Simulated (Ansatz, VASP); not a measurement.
Ti in VASP and in Ansatz

Contents of INCAR:

```
SYSTEM = Ti
PREC     = Accurate       ! precision mode
ENCUT    = 520            ! plane-wave cutoff, eV
EDIFF    = 1E-7           ! SCF threshold, eV
ISMEAR   = -1             ! smearing method
SIGMA    = 0.1            ! smearing width, eV
LREAL    = .False.        ! projectors in reciprocal space
LASPH    = .True.         ! aspherical terms in the spheres
NELM     = 60             ! most SCF steps
ALGO     = Normal         ! electronic algorithm
ISIF     = 2              ! what is computed and relaxed
LWAVE    = .False.        ! write WAVECAR
LCHARG   = .True.         ! write CHGCAR
GGA      = CA             ! functional
LELF     = .True.         ! ELF
LVHAR    = .True.       
NBANDS   = 12             ! bands
```

Contents of KPOINTS:

```
regular mesh
0
Gamma
  16 16 16
  0 0 0
```

File POSCAR:

```
Ti
1.0
   -1.5182963700      1.5182963700      1.5182963700
    1.5182963700     -1.5182963700      1.5182963700
    1.5182963700      1.5182963700     -1.5182963700
Ti
1
Direct
    0.0000000000      0.0000000000      0.0000000000
```

Input for Ansatz:

```yaml
crystal:
  lattice:
    - [-1.51829637, 1.51829637, 1.51829637]
    - [1.51829637, -1.51829637, 1.51829637]
    - [1.51829637, 1.51829637, -1.51829637]
  atoms:
    - { symbol: Ti, position: [0.0, 0.0, 0.0] }
hamiltonian:
  xc: lda
  pseudopotentials:
    kind: paw
    azcp:
      Ti: "pseudopotentials/Ti.paw.azcp"
basis:
  ecutwfc: 420
  fft_grid_basis: typed
kpoints:
  mp_grid: { grid: [16, 16, 16], shift: [0, 0, 0] }
magnetization:
  spin_polarized: false
scf:
  occupations: { method: fermi_dirac, width: 0.1 }
  lower_state_search: "off"
output:
  stress: true
```

Alike in both runs: task single point; functional LDA; k mesh 16 × 16 × 16; occupations fermi-dirac, width 0.1 eV; no spin polarisation.

|  | VASP | Ansatz |
| --- | --- | --- |
| version | VASP 6.6.1 | Ansatz 0.2.0 |
| potentials or method | VASP PAW LDA potentials, release 64 (Ti_sv) | plane waves (420 eV) with PAW, scalar-relativistic |
| plane-wave cutoff (eV) | 520 | 420 |
| valence electrons in the cell | 12 | 12 |

```tsv
	VASP	Ansatz	Ansatz less VASP
pressure (GPa)	18.2	18.6	+0.33
```

Ansatz warned: «pseudo_functional_mismatch».

Caveats: so large a pressure means that the cell lies far from this level's equilibrium, or that cutoff or potentials fall short (VASP).
